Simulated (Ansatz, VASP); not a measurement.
## BP in VASP and in Ansatz

INCAR

```
PREC = Accurate
ENCUT = 520
EDIFF = 1E-7
ISMEAR = 0
SIGMA = 0.05
LREAL = F
LASPH = T
NELM = 80
ALGO = Normal
ISIF = 2
LWAVE = F
LCHARG = F
GGA = PE
NBANDS = 11
```

File KPOINTS:

```
Automatic mesh
0
Gamma
  12 12 12
```

File POSCAR:

```
BP
1.0
    0.0000000000      2.3382459277      2.1511862535
    2.3382459277      0.0000000000      2.1511862535
    2.3382459277      2.3382459277      0.0000000000
B P
1 1
Direct
    0.0000000000      0.0000000000      0.0000000000
    0.7500000000      0.7500000000      0.7500000000
```

Input for Ansatz:

```yaml
crystal:
  lattice:
    - [0.0, 2.3382459277, 2.1511862535]
    - [2.3382459277, 0.0, 2.1511862535]
    - [2.3382459277, 2.3382459277, 0.0]
  atoms:
    - { symbol: B, position: [0.0, 0.0, 0.0] }
    - { symbol: P, position: [0.75, 0.75, 0.75] }
basis:
  ecutwfc: 420
kpoints:
  mp_grid: { grid: [12, 12, 12] }
hamiltonian:
  xc: pbe
scf:
  occupations: { method: gaussian, width: 0.05 }
output:
  forces: true
  stress: true
  eigenvalues: true
```

Alike in both runs: task single point; functional PBE; k mesh 12 × 12 × 12; occupations gaussian, width 0.05 eV; no spin polarisation.

```csv
,VASP,Ansatz
version,VASP 6.6.1,Ansatz 0.2.0
potentials or method,"VASP PAW PBE potentials, release 64 (B, P)","scalar-relativistic, plane waves, PAW"
plane-wave cutoff (eV),520,420
valence electrons in the cell,8,8
```

Ansatz gave:

```
gap on the k mesh at the Fermi level (eV)       : 0.04
least direct gap on the mesh (eV)               : 2.61
pressure (GPa)                                  : -0.1
largest component of the traceless stress (GPa) : 13.07
```

What did VASP give for the same quantities?

gap on the k mesh at the Fermi level (eV): 0.04; least direct gap on the mesh (eV): 2.61; pressure (GPa): -0.3; largest component of the traceless stress (GPa): 13.09.
